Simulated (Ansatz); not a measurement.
# Titanium, fcc under BLYP: from relaxation to bulk modulus

Aim: take titanium in the fcc structure, relax it, solve it on a dense k-mesh, then scale the cell to 7 volumes from 88 to 112 % of the relaxed one and try a fit of the equation of state. Spin polarisation is left out. The k-meshes are 13×13×13 for the relaxation; 21×21×21 for the dense run; 15×15×15 for the volumes.

This is Ti in the fcc structure; at room conditions it is hcp.

Program: Ansatz 0.2.0. Level of theory: DFT BLYP, plane waves (420 eV) with PAW, scalar-relativistic; PAW files made under PBE, frozen cores solved again for the functional. These are calculated values, not measurements.

**1. Starting point**

It takes space group Fm-3m (No. 225, cubic). Conventional cell: a = 4.134 Å, b = 4.134 Å, c = 4.134 Å, α = 90.00°, β = 90.00°, γ = 90.00°. Ti (site symmetry m-3m) is surrounded by 12 Ti at 2.92 Å.

As a file:

```xyz
1
Lattice="0.0000 2.0668 2.0668 2.0668 0.0000 2.0668 2.0668 2.0668 0.0000" Properties=species:S:1:pos:R:3 pbc="T T T"
Ti    0.0000    0.0000    0.0000
```

**2. Relaxation of the cell**

input.yaml

```yaml
crystal:
  lattice:
    - [0.0, 2.0668332624, 2.0668332624]
    - [2.0668332624, 0.0, 2.0668332624]
    - [2.0668332624, 2.0668332624, 0.0]
  atoms:
    - { symbol: Ti, position: [0.0, 0.0, 0.0] }
hamiltonian:
  xc: blyp
  pseudopotentials:
    kind: paw
    azcp:
      Ti: "pseudopotentials/Ti.paw.azcp"
basis:
  ecutwfc: 420
  fft_grid_basis: typed
kpoints:
  mp_grid: { grid: [13, 13, 13], shift: [0, 0, 0] }
magnetization:
  spin_polarized: false
scf:
  occupations: { method: fermi_dirac, width: 0.1 }
relax:
  max_steps: 60
  f_tol: 0.01
  cell: {}
```

What it wrote:

```text
Warning: RAYON_NUM_THREADS=2 ignored (pool sized by the plan → 2); use --threads N
Engine: ansatz 0.2.0, x86_64-unknown-linux-gnu
Pseudopotentials: kind: paw
Pseudopotential: Ti, paw, valence charge 12, recommended cutoff 420 eV (normal), <dir>
Functional definition: BLYP
  parameter beta = 0.0042
  parameter a = 0.04918
  parameter b = 0.132
  parameter c = 0.2533
  parameter d = 0.349
  exchange = b88_x(beta = beta)
  correlation = lyp_c(a = a, b = b, c = c, d = d)
Crystal: 1 atoms, lattice volume = 17.658 Å³
Basis set: ecut = 420 eV, 331 PW (Γ), exchange–correlation on 40×40×40 points (8 copies of the dense FFT grid, shifted against one another)
Bands: 10, of which v1, the nominal top of the filled ones, is band 6 counted from 1 (5 counted from 0)
Symmetry: 48 space group operations
Space group: Fm-3m (ITA 225), of the structure as read, at distance tolerance 2.6e-5 Å
k-points: 84 of 2197
Non-local potential: Ti, projectors of the file, l = 0: 3, l = 1: 2, l = 2: 3, l = 3: 1
PAW form: soft (Blöchl's): semilocal exchange-correlation on the pseudo side does not see the compensation charge
PAW frozen core: Ti, regenerated for the run's functional, and the local potential with it (the file was generated under x = pbe(κ = 0.804, μ = 0.2195149727645171), c = pbe(β = 0.06672455060314922))
PAW one-centre angular grid: Ti, 590 points (default); XC on 64 Gauss nodes
Initial density: superposition of atomic densities (neutral atoms: chi_scale 0, normalization atom), corrected by the library's trained network
Initial wavefunctions: pseudopotential atomic-orbital guess
Functional: x = b88, c = lyp
SCF iter   1: F=—  HF=-2505.876029 eV  |F-HF|=—  |Δ(HF+E_count)|=         —  Δρ=1.32e-2  dr2=3.45e-2  ethr=1.77e-3  ⟨swp⟩=4.6  Hψ=4542  notcnv=0
preconditioner: auto → none  [metal: Δε(μ)=0.020 eV  Ē_g=3.880 eV  σ=0.100 eV  W_gap=0.05  n_scr=0 (ndim 8)  ℏωp=17.7 eV  f_vac=0.000  D(μ)=1.81/eV (n_scr^D=26)]
SCF iter   2: F=—  HF=-2505.867854 eV  |F-HF|=—  |Δ(HF+E_count)|=   8.18e-3  Δρ=5.53e-3  dr2=3.40e-3  ethr=2.88e-4  ⟨swp⟩=3.0  Hψ=2236  notcnv=0
SCF iter   3: F=—  HF=-2505.866781 eV  |F-HF|=—  |Δ(HF+E_count)|=   1.07e-3  Δρ=1.55e-3  dr2=2.04e-4  ethr=2.83e-5  ⟨swp⟩=2.7  Hψ=1595  notcnv=0
SCF iter   4: F=—  HF=-2505.866978 eV  |F-HF|=—  |Δ(HF+E_count)|=   1.96e-4  Δρ=1.58e-4  dr2=2.19e-6  ethr=1.70e-6  ⟨swp⟩=2.3  Hψ=1140  notcnv=0
SCF iter   5: F=—  HF=-2505.866983 eV  |F-HF|=—  |Δ(HF+E_count)|=   5.91e-6  Δρ=1.81e-5  dr2=4.75e-8  ethr=1.82e-8  ⟨swp⟩=2.3  Hψ=1276  notcnv=0
SCF iter   6: F=-2505.866983 eV  HF=-2505.866983 eV  |F-HF|=2.90e-10  |Δ(HF+E_count)|=   9.69e-9  Δρ=1.09e-6  dr2=1.01e-10  ethr=3.95e-10  ⟨swp⟩=1.3  Hψ=2746  notcnv=0
SCF 1 converged in 6 iterations: F = -2505.866983 eV  dr2 = 1.01e-10
relax step   1: F+E_penalty+E_count = -2505.86698344 eV  Δ(F+E_penalty+E_count) = +0.000e0 eV  max|allowed force component| = 0.000e0 eV/Å  Δτ_max = 0.0000 Å  P = +0.950 GPa  Ω = 17.658 Å³  (6 SCF iters, dr2 threshold 1.00e-7 eV, accepted)
Crystal: 1 atoms, lattice volume = 17.979 Å³
Basis set: ecut = 420 eV, 339 PW (Γ), exchange–correlation on 40×40×40 points (8 copies of the dense FFT grid, shifted against one another)
Initial density: handed on by an earlier stage of this run
Initial wavefunctions: those handed on with the density
iter 1 solved again at ethr=2.05e-7 eV; its pass at ethr=3.10e-3 eV (dr2=2.46e-5 eV) is discarded
SCF iter   1: F=—  HF=-2505.866987 eV  |F-HF|=—  |Δ(HF+E_count)|=         —  Δρ=4.60e-4  dr2=4.00e-5  ethr=2.05e-7  ⟨swp⟩=2.0  Hψ=5784  notcnv=0
preconditioner: auto → none  [metal: Δε(μ)=0.066 eV  Ē_g=3.887 eV  σ=0.100 eV  W_gap=0.16  n_scr=0 (ndim 8)  ℏωp=17.5 eV  f_vac=0.000  D(μ)=1.80/eV (n_scr^D=14)]
SCF iter   2: F=—  HF=-2505.866990 eV  |F-HF|=—  |Δ(HF+E_count)|=   2.73e-6  Δρ=2.78e-4  dr2=7.13e-6  ethr=2.05e-7  ⟨swp⟩=2.1  Hψ=1376  notcnv=0
SCF iter   3: F=—  HF=-2505.866991 eV  |F-HF|=—  |Δ(HF+E_count)|=   1.11e-6  Δρ=9.79e-5  dr2=6.51e-7  ethr=5.94e-8  ⟨swp⟩=2.9  Hψ=1474  notcnv=0
SCF iter   4: F=-2505.866993 eV  HF=-2505.866993 eV  |F-HF|=2.34e-8  |Δ(HF+E_count)|=   1.91e-6  Δρ=1.10e-5  dr2=1.09e-8  ethr=8.33e-10  ⟨swp⟩=4.5  Hψ=2480  notcnv=0
SCF 2 converged in 4 iterations: F = -2505.866993 eV  dr2 = 1.09e-8
relax step   2: F+E_penalty+E_count = -2505.86699264 eV  Δ(F+E_penalty+E_count) = -9.204e-6 eV  max|allowed force component| = 0.000e0 eV/Å  Δτ_max = 0.0000 Å  P = -0.872 GPa  Ω = 17.979 Å³  energy of the carried Pulay correction = -4.416e-5 eV  (4 SCF iters, dr2 threshold 1.00e-7 eV, accepted)
Crystal: 1 atoms, lattice volume = 17.824 Å³
iter 1 solved again at ethr=5.44e-8 eV; its pass at ethr=3.10e-3 eV (dr2=6.52e-6 eV) is discarded
SCF iter   1: F=—  HF=-2505.867441 eV  |F-HF|=—  |Δ(HF+E_count)|=         —  Δρ=2.25e-4  dr2=9.66e-6  ethr=5.44e-8  ⟨swp⟩=2.0  Hψ=5768  notcnv=0
preconditioner: auto → none  [metal: Δε(μ)=0.068 eV  Ē_g=3.927 eV  σ=0.100 eV  W_gap=0.17  n_scr=0 (ndim 8)  ℏωp=17.6 eV  f_vac=0.000  D(μ)=1.78/eV (n_scr^D=14)]
SCF iter   2: F=—  HF=-2505.867443 eV  |F-HF|=—  |Δ(HF+E_count)|=   2.38e-6  Δρ=1.31e-4  dr2=1.56e-6  ethr=5.44e-8  ⟨swp⟩=2.1  Hψ=1348  notcnv=0
SCF iter   3: F=—  HF=-2505.867443 eV  |F-HF|=—  |Δ(HF+E_count)|=   1.16e-7  Δρ=4.62e-5  dr2=1.36e-7  ethr=1.30e-8  ⟨swp⟩=2.9  Hψ=1485  notcnv=0
SCF iter   4: F=-2505.867443 eV  HF=-2505.867443 eV  |F-HF|=2.29e-9  |Δ(HF+E_count)|=   3.77e-7  Δρ=4.38e-6  dr2=2.15e-9  ethr=8.33e-10  ⟨swp⟩=4.0  Hψ=2410  notcnv=0
SCF 3 converged in 4 iterations: F = -2505.867443 eV  dr2 = 2.15e-9
relax step   3: F+E_penalty+E_count = -2505.86744341 eV  Δ(F+E_penalty+E_count) = -4.508e-4 eV  max|allowed force component| = 0.000e0 eV/Å  Δτ_max = 0.0000 Å  P = -0.010 GPa  Ω = 17.824 Å³  energy of the carried Pulay correction = -2.293e-5 eV  (4 SCF iters, dr2 threshold 1.00e-7 eV, accepted)
Initial wavefunctions: pseudopotential atomic-orbital guess (no wavefunctions were taken with the density)
iter 1 solved again at ethr=2.96e-8 eV; its pass at ethr=3.10e-3 eV (dr2=3.55e-6 eV) is discarded
SCF iter   1: F=—  HF=-2505.867452 eV  |F-HF|=—  |Δ(HF+E_count)|=         —  Δρ=6.18e-5  dr2=1.60e-8  ethr=2.96e-8  ⟨swp⟩=2.4  Hψ=6541  notcnv=0
preconditioner: auto → none  [metal: Δε(μ)=0.068 eV  Ē_g=3.925 eV  σ=0.100 eV  W_gap=0.17  n_scr=0 (ndim 8)  ℏωp=17.6 eV  f_vac=0.000  D(μ)=1.78/eV (n_scr^D=14)]
SCF iter   2: F=—  HF=-2505.867465 eV  |F-HF|=—  |Δ(HF+E_count)|=   1.30e-5  Δρ=3.10e-5  dr2=4.67e-9  ethr=1.33e-10  ⟨swp⟩=2.0  Hψ=1060  notcnv=0
SCF iter   3: F=—  HF=-2505.867468 eV  |F-HF|=—  |Δ(HF+E_count)|=   2.98e-6  Δρ=6.03e-6  dr2=1.93e-9  ethr=3.90e-11  ⟨swp⟩=2.5  Hψ=1363  notcnv=0
SCF iter   4: F=-2505.867468 eV  HF=-2505.867468 eV  |F-HF|=1.06e-10  |Δ(HF+E_count)|=   8.01e-8  Δρ=2.76e-7  dr2=3.88e-12  ethr=1.00e-12  ⟨swp⟩=3.5  Hψ=3757  notcnv=0
SCF 4 converged in 4 iterations: F = -2505.867468 eV  dr2 = 3.88e-12
relax step   4: F+E_penalty+E_count = -2505.86746785 eV  Δ(F+E_penalty+E_count) = -2.443e-5 eV  max|allowed force component| = 0.000e0 eV/Å  Δτ_max = 0.0000 Å  P = -0.007 GPa  Ω = 17.824 Å³  stress off target by 7.15e-3 GPa  SCF on the basis re-selected at this cell (its energy is not comparable with the rows above)  (4 SCF iters)
basis re-selected at this cell: Δ(F+E_penalty+E_count) = -2.443e-5 eV, ΔP = +0.003 GPa vs the last step (what re-selecting the basis moved, of the pressure what is left beyond the Pulay correction that the steps carried, after the strain that the cell walked since its last selection, with what the two solves' SCF thresholds leave and, on support functions, any second-order correction that the steps lacked; it is no measure of the basis error at this ecutwfc). This SCF's stress stands 7.15e-3 GPa from its target on what of the cell is left free (relax.cell.stress_tol is 5.00e-2 GPa) and its largest allowed force component is 0.00e0 eV/Å (relax.f_tol is 1.00e-2 eV/Å): within both
SCF converged after 4 iterations
Free energy (F): -2505.867468 eV
Harris-Foulkes:  -2505.867468 eV  (|F-HF|=1.06e-10)
Internal energy: -2505.808403 eV  (E = F + TS)
E sigma→0 (E₀):  -2505.837935 eV
Entropy (-TS):   -0.059065 eV (-59.065 meV/atom)
Fermi energy:    13.315986 eV
--- Per-component energies (eV) ---
  E_band       = -156.310012
  E_kinetic    = 272.495091
  E_local      = -830.578668  (includes V_loc(G=0)·N_el)
  E_nonlocal   = 8.583075
  E_hartree    = 341.470452
  E_xc         = -95.323962
  E_vxc        = -119.229396  (∫ρ·V_xc dr)
  E_paw        = -1056.110864  (= ΣΔE_a)
  E_vpaw       = -170.521090  (= ΣTr[D̂ρ^β])
  E_aug_tail   = 0.000110  (compensation charges beyond the density's cutoff)
  E_ewald      = -1146.360571
  E_core_change = 0.016934  (= ΣΔE_core)
  E_smearing   = -0.059065  (= −TS)
  E_closure    = 0.000000  (closes the sum)
  Σ components = -2505.867468   (vs F -2505.867468, Δ=0.00e0)
--- Forces (eV/Å), atoms counted from 1 ---
  atom   1  Ti    -0.00000000     0.00000000    -0.00000000
  max |Σ_I F_I| component: 2.47e-32 eV/Å
--- Stress (GPa, compression-positive) ---
       -0.007151      -0.000000       0.000000
       -0.000000      -0.007151       0.000000
       -0.000000       0.000000      -0.007151
  P = ⅓ Tr σ = -0.0072 GPa (-0.072 kbar)
--- Relaxed structure (3 steps of the walk, 3 accepted, 1 SCFs on fresh bases) ---
  F+E_penalty+E_count = -2505.86746785 eV   max|allowed force component| = 0.000e0 eV/Å   (the final SCF, on the basis selected at the relaxed cell)
  cell:  # Å, volume = 17.8241 Å³
    - [-2.866146768503769e-34, 2.0732865761345014, 2.0732865761345014]
    - [2.0732865761345014, -4.203681927138861e-34, 2.0732865761345014]
    - [2.0732865761345014, 2.0732865761345014, 6.369215041119491e-36]
  atoms:
    - { symbol: Ti, position: [0.0, 0.0, 0.0] }
```

Run time: 1.1 s. Hardware: 2 threads of Intel Xeon 6975P-C (Granite Rapids), shared host; peak memory 0.35 GiB.

The walk, from the log:

| step | energy change (meV/atom) | largest force (eV/Å) | pressure (GPa) | volume (Å³/atom) |
| --- | --- | --- | --- | --- |
| 1 | 0.00 | 0.0000 | 0.95 | 17.658 |
| 2 | -0.01 | 0.0000 | -0.87 | 17.979 |
| 3 | -0.46 | 0.0000 | -0.01 | 17.824 |
| 4 | -0.48 | 0.0000 | -0.01 | 17.824 |

Steps that repeat a cell are solved on a basis chosen anew, so their changes of energy are no gain of the relaxation.

The cell of the run, before and after:

|  | before | after | change |
| --- | --- | --- | --- |
| a (Å) | 2.923 | 2.932 | +0.3 % |
| b (Å) | 2.923 | 2.932 | +0.3 % |
| c (Å) | 2.923 | 2.932 | +0.3 % |
| volume (Å³/atom) | 17.658 | 17.824 | +0.9 % |
| shortest distance (Å) | 2.923 | 2.932 | +0.3 % |
| space group (spins left aside) | Fm-3m | Fm-3m | same |

**3. Single point on a dense mesh**

input.yaml

```yaml
crystal:
  lattice:
    - [0.0, 2.0732865761, 2.0732865761]
    - [2.0732865761, 0.0, 2.0732865761]
    - [2.0732865761, 2.0732865761, 0.0]
  atoms:
    - { symbol: Ti, position: [0.0, 0.0, 0.0] }
hamiltonian:
  xc: blyp
  pseudopotentials:
    kind: paw
    azcp:
      Ti: "pseudopotentials/Ti.paw.azcp"
basis:
  ecutwfc: 420
  fft_grid_basis: typed
kpoints:
  mp_grid: { grid: [21, 21, 21], shift: [0, 0, 0] }
magnetization:
  spin_polarized: false
scf:
  occupations: { method: fermi_dirac, width: 0.1 }
output:
  write_density: true
  write_potential: true
  elf: true
  volumetric_format: npy
```

What it wrote, shortened:

```text
Warning: RAYON_NUM_THREADS=2 ignored (pool sized by the plan → 2); use --threads N
[...]
[... 3 set-up lines as earlier in the session ...]
[...]
Crystal: 1 atoms, lattice volume = 17.824 Å³
Basis set: ecut = 420 eV, 339 PW (Γ), exchange–correlation on 40×40×40 points (8 copies of the dense FFT grid, shifted against one another)
Bands: 10, of which v1, the nominal top of the filled ones, is band 6 counted from 1 (5 counted from 0)
[... 2 set-up lines as earlier in the session ...]
k-points: 286 of 9261
[...]
SCF iter   1: F=—  HF=-2505.876432 eV  |F-HF|=—  |Δ(HF+E_count)|=         —  Δρ=1.33e-2  dr2=3.52e-2  ethr=1.77e-3  ⟨swp⟩=4.5  Hψ=15477  notcnv=0
[...]
SCF iter   6: F=-2505.867359 eV  HF=-2505.867359 eV  |F-HF|=9.73e-11  |Δ(HF+E_count)|=   3.31e-9  Δρ=1.61e-6  dr2=3.70e-10  ethr=6.67e-10  ⟨swp⟩=1.0  Hψ=9062  notcnv=0
[...]
SCF converged after 6 iterations
Free energy (F): -2505.867359 eV
[...]
E sigma→0 (E₀):  -2505.837493 eV
Entropy (-TS):   -0.059732 eV (-59.732 meV/atom)
Fermi energy:    13.317450 eV
[...]
--- Band table (eV; the first three rows and the last of 286) ---
  k-point 0: bands = ["-43.2897", "-19.2760", "-19.2760", "-19.2760", "7.4446", "14.1084", "14.1084", "14.1084", "15.6865", "15.6865"]
[...]
```

It took 1.1 s on 2 threads of Intel Xeon 6975P-C (Granite Rapids), shared host; peak memory 0.39 GiB.

Axes a, b and c in the maps are those of this run's conventional cell (a, b, c = 4.147, 4.147, 4.147 Å).

Density in a lattice plane of the grid's cell (edges 4.15 and 4.15 Å, at 0.000 of the third edge), which holds Ti.

Values in e/Å³, 12 rows by 12 columns:
```
 7.99  5.48  1.41  0.27  0.16  0.15  0.15  0.15  0.16  0.27  1.42  5.48
 2.27  1.41  0.46  0.21  0.17  0.16  0.16  0.16  0.17  0.21  0.45  1.42
 0.32  0.27  0.21  0.18  0.21  0.27  0.32  0.27  0.21  0.18  0.21  0.27
 0.16  0.16  0.17  0.21  0.46  1.41  2.27  1.42  0.45  0.21  0.17  0.16
 0.15  0.15  0.16  0.27  1.41  5.48  7.99  5.48  1.42  0.27  0.16  0.15
 0.15  0.15  0.16  0.32  2.27  7.99 10.27  7.99  2.27  0.32  0.16  0.15
 0.15  0.15  0.16  0.27  1.42  5.48  7.99  5.48  1.41  0.27  0.16  0.15
 0.16  0.16  0.17  0.21  0.45  1.42  2.27  1.41  0.46  0.21  0.17  0.16
 0.32  0.27  0.21  0.18  0.21  0.27  0.32  0.27  0.21  0.18  0.21  0.27
 2.27  1.42  0.45  0.21  0.17  0.16  0.16  0.16  0.17  0.21  0.46  1.41
 7.99  5.48  1.42  0.27  0.16  0.15  0.15  0.15  0.16  0.27  1.41  5.48
10.27  7.99  2.27  0.32  0.16  0.15  0.15  0.15  0.16  0.32  2.27  7.99
```
Columns run along the first of these edges and rows up along the second, over one cell in 12 and 12 even steps from the bottom left corner. Atoms in the plane (fractional): Ti at (0.00, 0.00), Ti at (0.50, 0.50).

ELF in the same plane.

Values, 12 rows by 12 columns:
```
0.38 0.60 0.43 0.12 0.32 0.58 0.64 0.58 0.32 0.13 0.43 0.60
0.49 0.43 0.19 0.17 0.30 0.32 0.29 0.32 0.30 0.17 0.19 0.43
0.13 0.12 0.17 0.22 0.17 0.12 0.13 0.13 0.17 0.22 0.17 0.13
0.29 0.32 0.30 0.17 0.19 0.43 0.49 0.43 0.19 0.17 0.30 0.32
0.64 0.58 0.32 0.12 0.43 0.60 0.38 0.60 0.43 0.13 0.32 0.58
0.72 0.64 0.29 0.13 0.49 0.38 0.00 0.38 0.49 0.13 0.29 0.64
0.64 0.58 0.32 0.13 0.43 0.60 0.38 0.60 0.43 0.12 0.32 0.58
0.29 0.32 0.30 0.17 0.19 0.43 0.49 0.43 0.19 0.17 0.30 0.32
0.13 0.13 0.17 0.22 0.17 0.13 0.13 0.12 0.17 0.22 0.17 0.12
0.49 0.43 0.19 0.17 0.30 0.32 0.29 0.32 0.30 0.17 0.19 0.43
0.38 0.60 0.43 0.13 0.32 0.58 0.64 0.58 0.32 0.12 0.43 0.60
0.00 0.38 0.49 0.13 0.29 0.64 0.72 0.64 0.29 0.13 0.49 0.38
```
Columns run along the first of these edges and rows up along the second, over one cell in 12 and 12 even steps from the bottom left corner. Atoms in the plane (fractional): Ti at (0.00, 0.00), Ti at (0.50, 0.50).

Both are smooth fields of the valence electrons: close to the nuclei they are not physical.

Maxima of ELF outside the ion cores: 0.72 between the atoms, 2.1 Å from Ti.

**4. At 88 % of the relaxed volume**

input.yaml

```yaml
crystal:
  lattice:
    - [0.0, 1.9867972941, 1.9867972941]
    - [1.9867972941, 0.0, 1.9867972941]
    - [1.9867972941, 1.9867972941, 0.0]
  atoms:
    - { symbol: Ti, position: [0.0, 0.0, 0.0] }
hamiltonian:
  xc: blyp
  pseudopotentials:
    kind: paw
    azcp:
      Ti: "pseudopotentials/Ti.paw.azcp"
basis:
  ecutwfc: 420
  fft_grid_basis: typed
kpoints:
  mp_grid: { grid: [15, 15, 15], shift: [0, 0, 0] }
magnetization:
  spin_polarized: false
scf:
  occupations: { method: fermi_dirac, width: 0.1 }
  lower_state_search: "off"
output:
  stress: true
```

What it wrote, shortened:

```text
Warning: RAYON_NUM_THREADS=2 ignored (pool sized by the plan → 2); use --threads N
[...]
[... 3 set-up lines as earlier in the session ...]
[...]
Crystal: 1 atoms, lattice volume = 15.685 Å³
Basis set: ecut = 420 eV, 331 PW (Γ), exchange–correlation on 40×40×40 points (8 copies of the dense FFT grid, shifted against one another)
Bands: 10, of which v1, the nominal top of the filled ones, is band 6 counted from 1 (5 counted from 0)
[... 1 set-up line as earlier in the session ...]
Space group: Fm-3m (ITA 225), of the structure as read, at distance tolerance 2.5e-5 Å
k-points: 120 of 3375
[...]
SCF iter   1: F=—  HF=-2505.778865 eV  |F-HF|=—  |Δ(HF+E_count)|=         —  Δρ=1.42e-2  dr2=3.20e-2  ethr=1.77e-3  ⟨swp⟩=4.6  Hψ=6379  notcnv=0
[...]
SCF iter   6: F=-2505.769620 eV  HF=-2505.769620 eV  |F-HF|=1.79e-10  |Δ(HF+E_count)|=   1.39e-8  Δρ=8.20e-7  dr2=3.19e-11  ethr=1.30e-10  ⟨swp⟩=1.6  Hψ=3862  notcnv=0
[...]
SCF converged after 6 iterations
Free energy (F): -2505.769620 eV
[...]
E sigma→0 (E₀):  -2505.743934 eV
Entropy (-TS):   -0.051373 eV (-51.373 meV/atom)
Fermi energy:    15.419529 eV
[...]
--- Stress (GPa, compression-positive) ---
       16.103370       0.000000       0.000000
        0.000000      16.103370      -0.000000
        0.000000      -0.000000      16.103370
  P = ⅓ Tr σ = 16.1034 GPa (161.034 kbar)
```

Wall time 0.48 s (2 threads of Intel Xeon 6975P-C (Granite Rapids), shared host); peak memory 0.35 GiB.

**5. At 92 % of the relaxed volume**

input.yaml: that of step 4 with these lines changed.

```diff
@@ -2,5 +2,5 @@
   lattice:
-    - [0.0, 1.9867972941, 1.9867972941]
-    - [1.9867972941, 0.0, 1.9867972941]
-    - [1.9867972941, 1.9867972941, 0.0]
+    - [0.0, 2.0164553575, 2.0164553575]
+    - [2.0164553575, 0.0, 2.0164553575]
+    - [2.0164553575, 2.0164553575, 0.0]
   atoms:
```

What it wrote, shortened:

```text
Warning: RAYON_NUM_THREADS=2 ignored (pool sized by the plan → 2); use --threads N
[...]
[... 3 set-up lines as earlier in the session ...]
[...]
Crystal: 1 atoms, lattice volume = 16.398 Å³
Basis set: ecut = 420 eV, 331 PW (Γ), exchange–correlation on 40×40×40 points (8 copies of the dense FFT grid, shifted against one another)
Bands: 10, of which v1, the nominal top of the filled ones, is band 6 counted from 1 (5 counted from 0)
[... 2 set-up lines as earlier in the session ...]
k-points: 120 of 3375
[...]
SCF iter   1: F=—  HF=-2505.836049 eV  |F-HF|=—  |Δ(HF+E_count)|=         —  Δρ=1.40e-2  dr2=3.38e-2  ethr=1.77e-3  ⟨swp⟩=4.5  Hψ=6406  notcnv=0
[...]
SCF iter   6: F=-2505.826666 eV  HF=-2505.826666 eV  |F-HF|=2.27e-10  |Δ(HF+E_count)|=   1.09e-8  Δρ=1.05e-6  dr2=8.31e-11  ethr=2.93e-10  ⟨swp⟩=1.5  Hψ=3917  notcnv=0
[...]
SCF converged after 6 iterations
Free energy (F): -2505.826666 eV
[...]
E sigma→0 (E₀):  -2505.799555 eV
Entropy (-TS):   -0.054221 eV (-54.221 meV/atom)
Fermi energy:    14.660924 eV
[...]
--- Stress (GPa, compression-positive) ---
        9.731105       0.000000       0.000000
        0.000000       9.731105       0.000000
        0.000000      -0.000000       9.731105
  P = ⅓ Tr σ = 9.7311 GPa (97.311 kbar)
```

It took 0.45 s on 2 threads of Intel Xeon 6975P-C (Granite Rapids), shared host; peak memory 0.34 GiB.

**6. At 96 % of the relaxed volume**

input.yaml: that of step 5 with these lines changed.

```diff
@@ -2,5 +2,5 @@
   lattice:
-    - [0.0, 2.0164553575, 2.0164553575]
-    - [2.0164553575, 0.0, 2.0164553575]
-    - [2.0164553575, 2.0164553575, 0.0]
+    - [0.0, 2.045265755, 2.045265755]
+    - [2.045265755, 0.0, 2.045265755]
+    - [2.045265755, 2.045265755, 0.0]
   atoms:
@@ -25 +25,5 @@
   stress: true
+  write_density: true
+  write_potential: true
+  elf: true
+  volumetric_format: npy
```

What it wrote, shortened:

```text
Warning: RAYON_NUM_THREADS=2 ignored (pool sized by the plan → 2); use --threads N
[...]
[... 3 set-up lines as earlier in the session ...]
[...]
Crystal: 1 atoms, lattice volume = 17.111 Å³
Basis set: ecut = 420 eV, 331 PW (Γ), exchange–correlation on 40×40×40 points (8 copies of the dense FFT grid, shifted against one another)
Bands: 10, of which v1, the nominal top of the filled ones, is band 6 counted from 1 (5 counted from 0)
[... 2 set-up lines as earlier in the session ...]
k-points: 120 of 3375
[...]
SCF iter   1: F=—  HF=-2505.867059 eV  |F-HF|=—  |Δ(HF+E_count)|=         —  Δρ=1.37e-2  dr2=3.48e-2  ethr=1.77e-3  ⟨swp⟩=4.5  Hψ=6420  notcnv=0
[...]
SCF iter   6: F=-2505.857800 eV  HF=-2505.857800 eV  |F-HF|=3.31e-10  |Δ(HF+E_count)|=   1.65e-8  Δρ=1.13e-6  dr2=7.23e-11  ethr=2.92e-10  ⟨swp⟩=4.2  Hψ=5585  notcnv=0
[...]
SCF converged after 6 iterations
Free energy (F): -2505.857800 eV
[...]
E sigma→0 (E₀):  -2505.829284 eV
Entropy (-TS):   -0.057032 eV (-57.032 meV/atom)
Fermi energy:    13.962437 eV
[...]
--- Stress (GPa, compression-positive) ---
        4.424551      -0.000000      -0.000000
        0.000000       4.424551       0.000000
       -0.000000       0.000000       4.424551
  P = ⅓ Tr σ = 4.4246 GPa (44.246 kbar)
--- Band table (eV; the first three rows and the last of 120) ---
  k-point 0: bands = ["-42.5819", "-18.5231", "-18.5231", "-18.5231", "8.0026", "14.7769", "14.7769", "14.7769", "16.4436", "16.4436"]
[...]
```

It took 0.58 s on 2 threads of Intel Xeon 6975P-C (Granite Rapids), shared host; peak memory 0.35 GiB.

(Part 1 of 2 ends here.)
